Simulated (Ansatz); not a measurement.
Runs of Ansatz 0.2.0 on AlCu. The structure is cubic, space group Pm-3m (No. 221). The conventional cell has a = 2.998 Å, b = 2.998 Å, c = 2.998 Å, α = 90.00°, β = 90.00°, γ = 90.00°. Cu (site symmetry m-3m) has 8 Al at 2.60 Å as nearest neighbours. Al (site symmetry m-3m) has 8 Cu at 2.60 Å as nearest neighbours. The cell comes from a database or a generator and needn't be the stable form of this composition.

| task | level | potentials or basis | cutoff (eV) | basis error allowed | pressure (GPa) | V0 of scaled cells (Å³/atom) | B0 (GPa) |
| --- | --- | --- | --- | --- | --- | --- | --- |
| equation of state | PBEsol | all-electron LAPW, scalar-relativistic | - | 0.001 eV/atom | - | 12.93 | 127 |
| equation of state | PBEsol | all-electron LAPW, scalar-relativistic | - | 0.0005 eV/atom | - | 12.93 | 127 |
| band structure | PBEsol | all-electron LAPW, non-relativistic | 233 | 0.001 eV/atom | -2.7 | - | - |
| band structure | PBEsol | all-electron LAPW, inner shells corrected to Dirac's equation | 233 | 0.001 eV/atom | (a) | - | - |
| band structure | LDA | all-electron LAPW, scalar-relativistic | 233 | 0.001 eV/atom | -8.5 | - | - |

Alike in all rows: no spin polarisation; cell as given; k mesh 9 × 9 × 9; smearing fermi-dirac 0.05 eV.

Question: Fill in the values left out.

Answer: (a) -4.7.

Not every run made on this cell is shown here.
